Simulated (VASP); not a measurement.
The system is MgO.

```xyz
2
Lattice="0.0000 2.0923 2.0923 2.0923 0.0000 2.0923 2.0923 2.0923 0.0000" Properties=species:S:1:pos:R:3 pbc="T T T"
Mg    0.0000    0.0000    0.0000
O     2.0923    2.0923    2.0923
```

The cell was built by a generator and needn't be a form met in nature.

Base run:

| Property | Result |
| --- | --- |
| Program | VASP 6.6.1 |
| Functional | PBE |
| Potentials or basis | VASP PAW PBE potentials, release 64 (Mg, O) |
| Cutoff | 520 eV |
| k mesh | 12 × 12 × 12 |
| Occupations | gaussian, width 0.02 eV |
| Spin | no spin polarisation |

Its results: band gap on the k mesh 4.92 eV, direct; pressure 7.4 GPa.

Problem. The run is repeated on the same cell with these changes: functional from PBE to HSE06; k mesh from 12 × 12 × 12 to 8 × 8 × 8. What comes out?

Solution. Band gap on the k mesh 6.67 eV, direct; pressure 1.8 GPa.

Several settings changed at once, so the effect can't be laid on one alone.

Caveats: the PAW data sets were made with another functional, which shifts forces and pressure a little (some runs).
